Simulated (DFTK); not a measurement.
The system is W.

```
W
1.0
    -1.58234    1.58234    1.58234
     1.58234   -1.58234    1.58234
     1.58234    1.58234   -1.58234
W
1
Direct
  0.00000 0.00000 0.00000
```

Base run:

| Property | Result |
| --- | --- |
| Program | DFTK 0.8.2 |
| Functional | LDA |
| Potentials or basis | cp2k.nc.sr.lda.v0_1.largecore.gth (LDA, GTH, large core) |
| Cutoff | 789 eV |
| k mesh | 12 × 12 × 12 |
| Occupations | fermi-dirac, width 0.05 eV |
| Spin | no spin polarisation |

Its results: band gap on the k mesh none (metal or under the smearing width); pressure -7.9 GPa.

Q: The run is repeated on the same cell with these changes: functional from LDA to r2SCAN; potentials or basis from cp2k.nc.sr.lda.v0_1.largecore.gth (LDA, GTH, large core) to cp2k.nc.sr.pbe.v0_1.largecore.gth (PBE, GTH, large core); cutoff from 789 eV to 1197 eV. What comes out?

A: Band gap on the k mesh none (metal or under the smearing width); pressure 24.3 GPa.

Caveats: GTH potentials come without recommended cutoffs, and this one wasn't checked for convergence; spin-orbit coupling is left out, which moves the levels of the heavy elements; this set keeps more shells in the core, which shifts pressures and gaps; the program warned that the kinetic-energy density falls under its von Weizsäcker bound, which can give unphysical results (some runs); so large a pressure means that the cell lies far from this level's equilibrium, or that cutoff or potentials fall short (some runs); the potentials were made for another functional, which shifts forces and pressure (some runs).
